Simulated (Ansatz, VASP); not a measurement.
Pd in VASP and in Ansatz

INCAR

```
SYSTEM = Pd
  PREC = Accurate
  ENCUT = 520
  EDIFF = 1E-6
  ISMEAR = -1
  SIGMA = 0.05
  LREAL = .FALSE.
  LASPH = .TRUE.
  NELM = 80
  ALGO = Normal
  ISIF = 2
  LWAVE = .FALSE.
  LCHARG = .FALSE.
  GGA = PE
  NBANDS = 11
```

Contents of KPOINTS:

```
regular mesh
0
G
  12 12 12
  0 0 0
```

Contents of POSCAR:

```
Pd
1.0
   -1.5826937604      1.5826937604      1.5826937604
    1.5826937604     -1.5826937604      1.5826937604
    1.5826937604      1.5826937604     -1.5826937604
Pd
1
Direct
    0.0000000000      0.0000000000      0.0000000000
```

File input.yaml:

```yaml
crystal:
  lattice:
    - [-1.5826937604, 1.5826937604, 1.5826937604]
    - [1.5826937604, -1.5826937604, 1.5826937604]
    - [1.5826937604, 1.5826937604, -1.5826937604]
  atoms:
    - { symbol: Pd, position: [0.0, 0.0, 0.0] }
kpoints:
  mp_grid: { grid: [12, 12, 12] }
scf:
  occupations: { method: fermi_dirac, width: 0.05 }
hamiltonian:
  xc: pbe
  pseudopotentials: { kind: all_electron, lapw: { basis_error: 0.0005 } }
output:
  forces: true
  stress: true
  eigenvalues: true
```

Change from the starting cell: volume scaled by 1.02.

Alike in both runs: task single point; functional PBE; k mesh 12 × 12 × 12; occupations fermi-dirac, width 0.05 eV; no spin polarisation.

|  | VASP | Ansatz |
| --- | --- | --- |
| version | VASP 6.6.1 | Ansatz 0.2.0 |
| potentials or method | VASP PAW PBE potentials, release 64 (Pd) | all-electron LAPW, scalar-relativistic |
| plane-wave cutoff (eV) | 520 | see its input |

|  | VASP | Ansatz | Ansatz less VASP |
| --- | --- | --- | --- |
| gap on the k mesh at the Fermi level (eV) | none | none | - |
| pressure (GPa) | -4.3 | -4.2 | +0.17 |

A gap of «none» marks a metal or a gap that the smearing closes. Ansatz ran all-electron here, so the differences hold the error of VASP's frozen core and of both bases.
